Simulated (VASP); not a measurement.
# Ni: drag along a line

Ni, slab, 13 atoms in the cell. PBE, constrained relaxations along a path; PAW potentials Ni (PBE set).

Path: drag along a line, Ni hops from a hollow site to the next hollow site of Ni(100).

## Input

INCAR:
```
SYSTEM = Ni
PREC     = Normal         ! precision mode
ENCUT    = 300            ! plane-wave cutoff, eV
EDIFF    = 1E-6           ! SCF threshold, eV
ISMEAR   = 1              ! smearing method
SIGMA    = 0.1            ! smearing width, eV
LREAL    = .FALSE.        ! projectors in reciprocal space
LASPH    = .TRUE.         ! aspherical terms in the spheres
NELM     = 100            ! most SCF steps
ALGO     = Normal         ! electronic algorithm
LWAVE    = .FALSE.        ! write WAVECAR
LCHARG   = .FALSE.        ! write CHGCAR
ISPIN    = 2              ! spin polarisation
MAGMOM   = 1 1 1 1 1 1 1 1 1 1 1 1 1 ! initial moments
LMAXMIX  = 4              ! l up to which the mixer works
IBRION   = 2              ! ionic algorithm
NSW      = 60             ! ionic steps
ISIF     = 2              ! what is computed and relaxed
EDIFFG   = -0.03          ! ionic threshold
POTIM    = 0.5            ! step
KPAR     = 2             
```

KPOINTS:
```
k-points
0
Gamma
  3 3 1
```

POSCAR.step1:
```
Ni
1.0
    5.5348618800      0.0000000000      0.0000000000
    0.0000000000      5.5348618800      0.0000000000
    0.0000000000      0.0000000000     17.9374309400
Ni
13
Selective dynamics
Direct
    0.0000000000      0.0000000000      0.3344960613  F F F
    0.5000000000      0.0000000000      0.3344960613  F F F
    0.0000000000      0.5000000000      0.3344960613  F F F
    0.5000000000      0.5000000000      0.3344960613  F F F
    0.2500000000      0.2500000000      0.4116372905  T T T
    0.7500000000      0.2500000000      0.4116372905  T T T
    0.2500000000      0.7500000000      0.4116372905  T T T
    0.7500000000      0.7500000000      0.4116372905  T T T
    0.0000000000      0.0000000000      0.4887785196  T T T
    0.5000000000      0.0000000000      0.4887785196  T T T
    0.0000000000      0.5000000000      0.4887785196  T T T
    0.5000000000      0.5000000000      0.4887785196  T T T
    0.2500000000      0.2500000000      0.5691331711  F T T
```

POSCAR.step2:
```
Ni
1.0
    5.5348618800      0.0000000000      0.0000000000
    0.0000000000      5.5348618800      0.0000000000
    0.0000000000      0.0000000000     17.9374309400
Ni
13
Selective dynamics
Direct
    0.0000000000      0.0000000000      0.3344960613  F F F
    0.5000000000      0.0000000000      0.3344960613  F F F
    0.0000000000      0.5000000000      0.3344960613  F F F
    0.5000000000      0.5000000000      0.3344960613  F F F
    0.2500000000      0.2500000000      0.4116372905  T T T
    0.7500000000      0.2500000000      0.4116372905  T T T
    0.2500000000      0.7500000000      0.4116372905  T T T
    0.7500000000      0.7500000000      0.4116372905  T T T
    0.0000000000      0.0000000000      0.4887785196  T T T
    0.5000000000      0.0000000000      0.4887785196  T T T
    0.0000000000      0.5000000000      0.4887785196  T T T
    0.5000000000      0.5000000000      0.4887785196  T T T
    0.1500000000      0.2500000000      0.5691331711  F T T
```

POSCAR.step3:
```
Ni
1.0
    5.5348618800      0.0000000000      0.0000000000
    0.0000000000      5.5348618800      0.0000000000
    0.0000000000      0.0000000000     17.9374309400
Ni
13
Selective dynamics
Direct
    0.0000000000      0.0000000000      0.3344960613  F F F
    0.5000000000      0.0000000000      0.3344960613  F F F
    0.0000000000      0.5000000000      0.3344960613  F F F
    0.5000000000      0.5000000000      0.3344960613  F F F
    0.2500000000      0.2500000000      0.4116372905  T T T
    0.7500000000      0.2500000000      0.4116372905  T T T
    0.2500000000      0.7500000000      0.4116372905  T T T
    0.7500000000      0.7500000000      0.4116372905  T T T
    0.0000000000      0.0000000000      0.4887785196  T T T
    0.5000000000      0.0000000000      0.4887785196  T T T
    0.0000000000      0.5000000000      0.4887785196  T T T
    0.5000000000      0.5000000000      0.4887785196  T T T
    0.0750000000      0.2500000000      0.5691331711  F T T
```

POSCAR.step4:
```
Ni
1.0
    5.5348618800      0.0000000000      0.0000000000
    0.0000000000      5.5348618800      0.0000000000
    0.0000000000      0.0000000000     17.9374309400
Ni
13
Selective dynamics
Direct
    0.0000000000      0.0000000000      0.3344960613  F F F
    0.5000000000      0.0000000000      0.3344960613  F F F
    0.0000000000      0.5000000000      0.3344960613  F F F
    0.5000000000      0.5000000000      0.3344960613  F F F
    0.2500000000      0.2500000000      0.4116372905  T T T
    0.7500000000      0.2500000000      0.4116372905  T T T
    0.2500000000      0.7500000000      0.4116372905  T T T
    0.7500000000      0.7500000000      0.4116372905  T T T
    0.0000000000      0.0000000000      0.4887785196  T T T
    0.5000000000      0.0000000000      0.4887785196  T T T
    0.0000000000      0.5000000000      0.4887785196  T T T
    0.5000000000      0.5000000000      0.4887785196  T T T
    0.0000000000      0.2500000000      0.5691331711  F T T
```

POSCAR.step5:
```
Ni
1.0
    5.5348618800      0.0000000000      0.0000000000
    0.0000000000      5.5348618800      0.0000000000
    0.0000000000      0.0000000000     17.9374309400
Ni
13
Selective dynamics
Direct
    0.0000000000      0.0000000000      0.3344960613  F F F
    0.5000000000      0.0000000000      0.3344960613  F F F
    0.0000000000      0.5000000000      0.3344960613  F F F
    0.5000000000      0.5000000000      0.3344960613  F F F
    0.2500000000      0.2500000000      0.4116372905  T T T
    0.7500000000      0.2500000000      0.4116372905  T T T
    0.2500000000      0.7500000000      0.4116372905  T T T
    0.7500000000      0.7500000000      0.4116372905  T T T
    0.0000000000      0.0000000000      0.4887785196  T T T
    0.5000000000      0.0000000000      0.4887785196  T T T
    0.0000000000      0.5000000000      0.4887785196  T T T
    0.5000000000      0.5000000000      0.4887785196  T T T
   -0.0750000000      0.2500000000      0.5691331711  F T T
```

POSCAR.step6:
```
Ni
1.0
    5.5348618800      0.0000000000      0.0000000000
    0.0000000000      5.5348618800      0.0000000000
    0.0000000000      0.0000000000     17.9374309400
Ni
13
Selective dynamics
Direct
    0.0000000000      0.0000000000      0.3344960613  F F F
    0.5000000000      0.0000000000      0.3344960613  F F F
    0.0000000000      0.5000000000      0.3344960613  F F F
    0.5000000000      0.5000000000      0.3344960613  F F F
    0.2500000000      0.2500000000      0.4116372905  T T T
    0.7500000000      0.2500000000      0.4116372905  T T T
    0.2500000000      0.7500000000      0.4116372905  T T T
    0.7500000000      0.7500000000      0.4116372905  T T T
    0.0000000000      0.0000000000      0.4887785196  T T T
    0.5000000000      0.0000000000      0.4887785196  T T T
    0.0000000000      0.5000000000      0.4887785196  T T T
    0.5000000000      0.5000000000      0.4887785196  T T T
   -0.1500000000      0.2500000000      0.5691331711  F T T
```

POSCAR.step7:
```
Ni
1.0
    5.5348618800      0.0000000000      0.0000000000
    0.0000000000      5.5348618800      0.0000000000
    0.0000000000      0.0000000000     17.9374309400
Ni
13
Selective dynamics
Direct
    0.0000000000      0.0000000000      0.3344960613  F F F
    0.5000000000      0.0000000000      0.3344960613  F F F
    0.0000000000      0.5000000000      0.3344960613  F F F
    0.5000000000      0.5000000000      0.3344960613  F F F
    0.2500000000      0.2500000000      0.4116372905  T T T
    0.7500000000      0.2500000000      0.4116372905  T T T
    0.2500000000      0.7500000000      0.4116372905  T T T
    0.7500000000      0.7500000000      0.4116372905  T T T
    0.0000000000      0.0000000000      0.4887785196  T T T
    0.5000000000      0.0000000000      0.4887785196  T T T
    0.0000000000      0.5000000000      0.4887785196  T T T
    0.5000000000      0.5000000000      0.4887785196  T T T
   -0.2500000000      0.2500000000      0.5691331711  F T T
```

Commands (each step's output is kept before the next begins):
```
cat potpaw_PBE.64/Ni/POTCAR > POTCAR
cp POSCAR.step1 POSCAR
mpirun -np 8 vasp_std > vasp.out
cp POSCAR.step2 POSCAR
mpirun -np 8 vasp_std > vasp.out
cp POSCAR.step3 POSCAR
mpirun -np 8 vasp_std > vasp.out
cp POSCAR.step4 POSCAR
mpirun -np 8 vasp_std > vasp.out
cp POSCAR.step5 POSCAR
mpirun -np 8 vasp_std > vasp.out
cp POSCAR.step6 POSCAR
mpirun -np 8 vasp_std > vasp.out
cp POSCAR.step7 POSCAR
mpirun -np 8 vasp_std > vasp.out
```

## Result

- Barrier (eV): 0.777
- Ionic steps, all stages: 110
- Electronic steps, all stages: 2383

Energy along the pull:

| Share of the way | Energy above the start (eV) |
|---|---|
| 0 | 0.000 |
| 0.2 | 0.210 |
| 0.35 | 0.580 |
| 0.5 | 0.777 |
| 0.65 | 0.580 |
| 0.8 | 0.210 |
| 1 | -0.000 |

The slab is body-centred cubic Ni(100), which isn't the element's stable structure, in-plane cell 5.53 × 5.53 Å, with 3 × 3 k points.

Limits: the adatom repeats in each 2 x 2 surface cell, and the slab has three layers.

VASP 6.6.1 took 1670 s on 8 cores (Intel Xeon 6975P-C (Granite Rapids)), a shared host.
